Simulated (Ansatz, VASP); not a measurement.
Given: the input of a run of VASP 6.6.1 on ZnS (Wurtzite-2H). 

Contents of INCAR:

```
SYSTEM = ZnS
PREC = Accurate
ENCUT = 520
EDIFF = 1E-6
ISMEAR = 0
SIGMA = 0.016
LREAL = .FALSE.
LASPH = .TRUE.
NELM = 60
ALGO = Normal
ISIF = 2
LWAVE = .FALSE.
LCHARG = .FALSE.
GGA = PE
```

Contents of KPOINTS:

```
Automatic mesh
0
G
  8 8 5
  0 0 0
```

The input POSCAR:

```
ZnS
1.0
    3.8110000000      0.0000000000      0.0000000000
   -1.9055000000      3.3004228138      0.0000000000
    0.0000000000      0.0000000000      6.2340000000
Zn S
2 2
Direct
    0.6666666667      0.3333333333      0.5000000000
    0.3333333333      0.6666666667      0.0000000000
    0.6666666667      0.3333333333      0.8850000000
    0.3333333333      0.6666666667      0.3850000000
```

Potentials or basis: VASP PAW PBE potentials, release 64 (Zn, S).

Launch:

```sh
$ cat potpaw_PBE.64/Zn/POTCAR potpaw_PBE.64/S/POTCAR > POTCAR
$ mpirun -np 1 vasp_std > vasp.out
```

Problem. Set up the same calculation for Ansatz 0.2.0. Potentials or basis there: Ansatz PAW, cutoff 420 eV.

Solution. As run (cutoffs and basis follow the program's own potentials, and thresholds, step limits or extra output files can differ):

Contents of input.yaml:

```yaml
crystal:
  lattice:
    - [3.811, 0.0, 0.0]
    - [-1.9055, 3.3004228138, 0.0]
    - [0.0, 0.0, 6.234]
  atoms:
    - { symbol: Zn, position: [0.6666666667, 0.3333333333, 0.5] }
    - { symbol: Zn, position: [0.3333333333, 0.6666666667, 0.0] }
    - { symbol: S, position: [0.6666666667, 0.3333333333, 0.885] }
    - { symbol: S, position: [0.3333333333, 0.6666666667, 0.385] }
hamiltonian:
  xc: pbe
  pseudopotentials: { kind: paw }
kpoints:
  mp_grid: { grid: [8, 8, 5] }
scf:
  occupations: { method: gaussian, width: 0.016 }
output:
  forces: true
  stress: true
  eigenvalues: true
```

Potentials or basis: Ansatz PAW.

The run is started by

```console
$ ansatz run input.yaml --threads 2 --pin off --max-ram 5632MiB --backend cpu --events-out ev --progress --plain --runs-dir out
```

Both were run:

|  | VASP | Ansatz |
| --- | --- | --- |
| Pressure | 2.5 GPa | 2.3 GPa |
| Largest force | 0.323 eV/Å | 0.319 eV/Å |

Ansatz's pressure holds a Pulay term of +0.07 GPa for its cutoff of 420 eV, which the other run lacks.

Where Ansatz's input types no cutoff or centring, it takes its own default and a Γ-centred mesh.

Pressure is positive in compression.
